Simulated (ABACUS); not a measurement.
# Cr: single point with PBE

Crystal: Cr.

```
Cr
1.0
     1.14705   -2.46703    0.00000
     1.14705    2.46703    0.00000
     0.00000    0.00000    4.06431
Cr
2
Direct
  0.87053 0.12947 0.75000
  0.12947 0.87053 0.25000
```

This isn't the form of Cr at room conditions, which is bcc.

```
Program                                       : ABACUS 3.10.1
Task                                          : single point
Functional                                    : PBE
Potentials or basis                           : PseudoDojo NC SR 0.4.1 PBE standard
Cutoff                                        : 1361 eV
Density cutoff                                : 5442 eV
Basis                                         : DZP LCAO (the cutoffs set its grid)
k mesh                                        : 8 × 8 × 4
Occupations                                   : fermi-dirac, width 0.05 eV
Spin                                          : collinear spin, antiferromagnetic start
Starting moments                              : [3.0, -3.0] μB
Radial cutoff of the potentials (pseudo_rcut) : 7 bohr
Orbital files                                 : Cr Cr_confined-atom_7au_3s2p2d1f.orb
SCF threshold on the density                  : 1e-07
Max SCF steps                                 : 100
Eigensolver                                   : genelpa
Mixing                                        : broyden
Mixing share                                  : 0.4
Symmetry key                                  : 0
```

```yaml
Pressure: 8.4 GPa
Largest_force: 0.138 eV/Å
Band_gap_on_the_k_mesh: none (metal or under the smearing width)
Net_moment: 0.00 μB per cell
Absolute_moment: 0.00 μB per cell
```

Forces in eV/Å, atoms in the order of the input:
```
Cr   0.000  0.138  0.000
Cr   0.000 -0.138  0.000
```

Stress tensor (GPa, compression positive):
```
10.69  0.00  0.00
 0.00  2.20  0.00
 0.00  0.00 12.39
```

Levels at points of the mesh, in eV from the Fermi level:
Spin up:
```
           k point  band 10  band 11  band 12  band 13  band 14  band 15  band 16  band 17  band 18  band 19
(0.00, 0.00, 0.00)    -4.37    -2.21    -1.98    -0.86     0.19     0.98     1.00     1.03     1.70     1.85
(0.50, 0.00, 0.00)    -3.85    -3.80    -1.36    -0.32     0.04     0.26     1.85     2.07     2.26     4.38
(0.00, 0.50, 0.00)    -3.85    -3.80    -1.36    -0.32     0.04     0.26     1.85     2.07     2.26     4.38
(0.50, 0.50, 0.00)    -3.52    -2.63    -2.45    -1.97    -1.44     0.54     2.06     2.56     2.74     3.86
(0.00, 0.00, 0.50)    -5.58    -1.99    -1.99    -1.18    -1.18     0.55     0.55     0.79     0.79     2.32
(0.50, 0.00, 0.50)    -4.19    -2.40    -2.40     0.09     0.09     1.34     1.34     2.38     2.38     4.80
(0.00, 0.50, 0.50)    -4.19    -2.40    -2.40     0.09     0.09     1.34     1.34     2.38     2.38     4.80
(0.50, 0.50, 0.50)    -4.38    -2.76    -2.76     0.28     0.28     1.53     1.53     2.31     2.31     2.46
```
Spin down:
```tsv
k point	band 10	band 11	band 12	band 13	band 14	band 15	band 16	band 17	band 18	band 19
(0.00, 0.00, 0.00)	-4.37	-2.21	-1.98	-0.86	0.19	0.98	1.00	1.03	1.70	1.85
(0.50, 0.00, 0.00)	-3.85	-3.80	-1.36	-0.32	0.04	0.26	1.85	2.07	2.26	4.38
(0.00, 0.50, 0.00)	-3.85	-3.80	-1.36	-0.32	0.04	0.26	1.85	2.07	2.26	4.38
(0.50, 0.50, 0.00)	-3.52	-2.63	-2.45	-1.97	-1.44	0.54	2.06	2.56	2.74	3.86
(0.00, 0.00, 0.50)	-5.58	-1.99	-1.99	-1.18	-1.18	0.55	0.55	0.79	0.79	2.32
(0.50, 0.00, 0.50)	-4.19	-2.40	-2.40	0.09	0.09	1.34	1.34	2.38	2.38	4.80
(0.00, 0.50, 0.50)	-4.19	-2.40	-2.40	0.09	0.09	1.34	1.34	2.38	2.38	4.80
(0.50, 0.50, 0.50)	-4.38	-2.76	-2.76	0.28	0.28	1.53	1.53	2.31	2.31	2.46
```

Run time: 27 s on 4 MPI ranks on Intel(R) Xeon(R) 6975P-C (Granite Rapids), with other jobs on the host, peak memory 0.48 GiB a rank.

Caveat: the k mesh is coarse (spacing up to 0.39 Å⁻¹), so the values aren't converged; the atomic orbitals were generated for these runs and aren't a published set; the starting moments collapsed, and a magnetic state may lie lower; the basis of atomic orbitals isn't converged, which shifts pressures, moduli and gaps.
